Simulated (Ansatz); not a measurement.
Si2C as one 6-atom ordering (P-3m1) on the diamond lattice: a relaxation of cell and atoms in the plane-wave code Ansatz (PBE). The starting cell was estimated from covalent radii.

```yaml
crystal:
  lattice:
    - [3.2442130816, 0.0, 0.0]
    - [-1.6221065408, 2.8095709439, 0.0]
    - [0.0, 0.0, 7.9466666667]
  atoms:
    - { symbol: C, position: [0.3333333333, 0.6666666667, 0.7083333333] }
    - { symbol: Si, position: [0.0, 0.0, 0.375] }
    - { symbol: Si, position: [0.6666666667, 0.3333333333, 0.0416666667] }
    - { symbol: Si, position: [0.0, 0.0, 0.625] }
    - { symbol: C, position: [0.6666666667, 0.3333333333, 0.2916666667] }
    - { symbol: Si, position: [0.3333333333, 0.6666666667, 0.9583333333] }
kpoints:
  mp_grid: { grid: [12, 12, 4] }
hamiltonian:
  xc: pbe
scf:
  occupations: { method: fermi_dirac, width: 0.02 }
relax:
  f_tol: 0.005
  cell: {}
```

The trajectory has 12 recorded frames, each with positions in Å and forces in eV/Å. The last, and any step after a large change of cell, is solved on a basis re-selected at its cell; pressure is positive in compression.

Step 1: energy 0.0 meV/atom from step 1, largest force component 7.966 eV/Å, pressure +33.17 GPa
```xyz
6
Lattice="3.2442 0.0000 0.0000 -1.6221 2.8096 0.0000 0.0000 0.0000 7.9467" Properties=species:S:1:pos:R:3:forces:R:3 pbc="T T T"
C     0.0000    1.8730    5.6289    0.0000    0.0000   -0.3760
Si    0.0000    0.0000    2.9800    0.0000    0.0000   -7.9663
Si    1.6221    0.9365    0.3311    0.0000    0.0000    7.2831
Si    0.0000    0.0000    4.9667    0.0000    0.0000    7.9663
C     1.6221    0.9365    2.3178    0.0000    0.0000    0.3760
Si    0.0000    1.8730    7.6156    0.0000    0.0000   -7.2831
```

Step 2: energy -482.2 meV/atom from step 1, largest force component 1.178 eV/Å, pressure -3.77 GPa
```xyz
6
Lattice="3.3803 0.0000 0.0000 -1.6902 2.9274 0.0000 0.0000 0.0000 8.2730" Properties=species:S:1:pos:R:3:forces:R:3 pbc="T T T"
C     0.0000    1.9516    5.7730    0.0000    0.0000    1.1777
Si    0.0000    0.0000    2.9744    0.0000    0.0000    0.4342
Si    1.6902    0.9758    0.5423    0.0000    0.0000    0.3184
Si    0.0000    0.0000    5.2986    0.0000    0.0000   -0.4342
C     1.6902    0.9758    2.5000    0.0000    0.0000   -1.1777
Si    0.0000    1.9516    7.7307    0.0000    0.0000   -0.3184
```

Step 3: energy -517.9 meV/atom from step 1, largest force component 0.527 eV/Å, pressure -4.11 GPa
```xyz
6
Lattice="3.3182 0.0000 0.0000 -1.6591 2.8737 0.0000 0.0000 0.0000 8.5409" Properties=species:S:1:pos:R:3:forces:R:3 pbc="T T T"
C     0.0000    1.9158    6.0243    0.0000    0.0000    0.3928
Si    0.0000    0.0000    3.0881    0.0000    0.0000   -0.0818
Si    1.6591    0.9579    0.5759    0.0000    0.0000    0.5271
Si    0.0000    0.0000    5.4528    0.0000    0.0000    0.0818
C     1.6591    0.9579    2.5166    0.0000    0.0000   -0.3928
Si    0.0000    1.9158    7.9650    0.0000    0.0000   -0.5271
```

Step 4: energy -529.0 meV/atom from step 1, largest force component 0.590 eV/Å, pressure +0.60 GPa
```xyz
6
Lattice="3.2041 0.0000 0.0000 -1.6020 2.7748 0.0000 0.0000 0.0000 8.7007" Properties=species:S:1:pos:R:3:forces:R:3 pbc="T T T"
C     0.0000    1.8499    6.1713    0.0000    0.0000   -0.4211
Si    0.0000    0.0000    3.1495    0.0000    0.0000    0.0212
Si    1.6020    0.9249    0.6524    0.0000    0.0000   -0.5901
Si    0.0000    0.0000    5.5512    0.0000    0.0000   -0.0212
C     1.6020    0.9249    2.5294    0.0000    0.0000    0.4211
Si    0.0000    1.8499    8.0483    0.0000    0.0000    0.5901
```

Question: Estimate where the relaxation ends.

Answer:
Step 5: energy -532.7 meV/atom from step 1, largest force component 0.053 eV/Å, pressure -0.07 GPa
```xyz
6
Lattice="3.2390 0.0000 0.0000 -1.6195 2.8051 0.0000 0.0000 0.0000 8.6169" Properties=species:S:1:pos:R:3:forces:R:3 pbc="T T T"
C     0.0000    1.8701    6.0948    0.0000    0.0000    0.0089
Si    0.0000    0.0000    3.1160    0.0000    0.0000    0.0503
Si    1.6195    0.9350    0.6191    0.0000    0.0000   -0.0533
Si    0.0000    0.0000    5.5009    0.0000    0.0000   -0.0503
C     1.6195    0.9350    2.5221    0.0000    0.0000   -0.0089
Si    0.0000    1.8701    7.9978    0.0000    0.0000    0.0533
```

Step 6: energy -532.7 meV/atom from step 1, largest force component 0.030 eV/Å, pressure -0.04 GPa
```xyz
6
Lattice="3.2421 0.0000 0.0000 -1.6211 2.8077 0.0000 0.0000 0.0000 8.6070" Properties=species:S:1:pos:R:3:forces:R:3 pbc="T T T"
C     0.0000    1.8718    6.0885    0.0000    0.0000    0.0040
Si    0.0000    0.0000    3.1128    0.0000    0.0000    0.0159
Si    1.6211    0.9359    0.6151    0.0000    0.0000    0.0301
Si    0.0000    0.0000    5.4942    0.0000    0.0000   -0.0159
C     1.6211    0.9359    2.5185    0.0000    0.0000   -0.0040
Si    0.0000    1.8718    7.9919    0.0000    0.0000   -0.0301
```

Step 7: energy -532.8 meV/atom from step 1, largest force component 0.002 eV/Å, pressure -0.03 GPa
```xyz
6
Lattice="3.2407 0.0000 0.0000 -1.6203 2.8065 0.0000 0.0000 0.0000 8.6108" Properties=species:S:1:pos:R:3:forces:R:3 pbc="T T T"
C     0.0000    1.8710    6.0908    0.0000    0.0000   -0.0005
Si    0.0000    0.0000    3.1151    0.0000    0.0000    0.0021
Si    1.6203    0.9355    0.6167    0.0000    0.0000   -0.0018
Si    0.0000    0.0000    5.4957    0.0000    0.0000   -0.0021
C     1.6203    0.9355    2.5200    0.0000    0.0000    0.0005
Si    0.0000    1.8710    7.9941    0.0000    0.0000    0.0018
```

Step 8: energy -532.8 meV/atom from step 1, largest force component 0.001 eV/Å, pressure +0.01 GPa
```xyz
6
Lattice="3.2405 0.0000 0.0000 -1.6203 2.8064 0.0000 0.0000 0.0000 8.6094" Properties=species:S:1:pos:R:3:forces:R:3 pbc="T T T"
C     0.0000    1.8709    6.0897    0.0000    0.0000   -0.0001
Si    0.0000    0.0000    3.1148    0.0000    0.0000   -0.0004
Si    1.6203    0.9355    0.6166    0.0000    0.0000    0.0007
Si    0.0000    0.0000    5.4947    0.0000    0.0000    0.0004
C     1.6203    0.9355    2.5198    0.0000    0.0000    0.0001
Si    0.0000    1.8709    7.9929    0.0000    0.0000   -0.0007
```

Step 9: energy -534.9 meV/atom from step 1, largest force component 0.004 eV/Å, pressure +0.22 GPa
```xyz
6
Lattice="3.2405 0.0000 0.0000 -1.6203 2.8064 0.0000 0.0000 0.0000 8.6094" Properties=species:S:1:pos:R:3:forces:R:3 pbc="T T T"
C     0.0000    1.8709    6.0897    0.0000    0.0000   -0.0042
Si    0.0000    0.0000    3.1148    0.0000    0.0000    0.0002
Si    1.6203    0.9355    0.6166    0.0000    0.0000   -0.0037
Si    0.0000    0.0000    5.4947    0.0000    0.0000   -0.0002
C     1.6203    0.9355    2.5198    0.0000    0.0000    0.0042
Si    0.0000    1.8709    7.9929    0.0000    0.0000    0.0037
```

Step 10: energy -534.9 meV/atom from step 1, largest force component 0.006 eV/Å, pressure 0.00 GPa
```xyz
6
Lattice="3.2407 0.0000 0.0000 -1.6204 2.8065 0.0000 0.0000 0.0000 8.6198" Properties=species:S:1:pos:R:3:forces:R:3 pbc="T T T"
C     0.0000    1.8710    6.0977    0.0000    0.0000   -0.0022
Si    0.0000    0.0000    3.1187    0.0000    0.0000   -0.0053
Si    1.6204    0.9355    0.6171    0.0000    0.0000    0.0064
Si    0.0000    0.0000    5.5011    0.0000    0.0000    0.0053
C     1.6204    0.9355    2.5221    0.0000    0.0000    0.0022
Si    0.0000    1.8710    8.0027    0.0000    0.0000   -0.0064
```

Step 11: energy -534.9 meV/atom from step 1, largest force component 0.001 eV/Å, pressure 0.00 GPa
```xyz
6
Lattice="3.2408 0.0000 0.0000 -1.6204 2.8066 0.0000 0.0000 0.0000 8.6194" Properties=species:S:1:pos:R:3:forces:R:3 pbc="T T T"
C     0.0000    1.8711    6.0973    0.0000    0.0000   -0.0002
Si    0.0000    0.0000    3.1184    0.0000    0.0000    0.0008
Si    1.6204    0.9355    0.6173    0.0000    0.0000   -0.0013
Si    0.0000    0.0000    5.5011    0.0000    0.0000   -0.0008
C     1.6204    0.9355    2.5222    0.0000    0.0000    0.0002
Si    0.0000    1.8711    8.0021    0.0000    0.0000    0.0013
```

Step 12: energy -534.9 meV/atom from step 1, largest force component 0.001 eV/Å, pressure 0.00 GPa
```xyz
6
Lattice="3.2408 0.0000 0.0000 -1.6204 2.8066 0.0000 0.0000 0.0000 8.6194" Properties=species:S:1:pos:R:3:forces:R:3 pbc="T T T"
C     0.0000    1.8711    6.0973    0.0000    0.0000   -0.0002
Si    0.0000    0.0000    3.1184    0.0000    0.0000    0.0008
Si    1.6204    0.9355    0.6173    0.0000    0.0000   -0.0013
Si    0.0000    0.0000    5.5011    0.0000    0.0000   -0.0008
C     1.6204    0.9355    2.5222    0.0000    0.0000    0.0002
Si    0.0000    1.8711    8.0021    0.0000    0.0000    0.0013
```

The walk took 10 steps, besides SCFs solved again on a fresh basis, and changed the volume by +8.2 %. The last SCF, on a fresh basis, lies 535 meV an atom below the first. Final cell: it is trigonal, P-3m1 (No. 164); conventional cell a = 3.241 Å, c = 8.619 Å, 13.07 Å³ an atom. Around C lie 4 Si at 1.90–1.96 Å; around Si lie 3 C at 1.96 Å and 1 Si at 2.38 Å; around Si lie 1 C at 1.90 Å and 3 Si at 2.24 Å.

Command: `ansatz run input.yaml --threads 4 --pin off --max-ram 6451MiB --backend cpu --events-out ev --progress --plain --runs-dir out`. It took 16 s on 4 threads of Arm Neoverse V1 (shared host), load about 0.7 per core; peak host memory 0.42 GiB.

All values are calculated for a non-magnetic cell, which may be hypothetical.
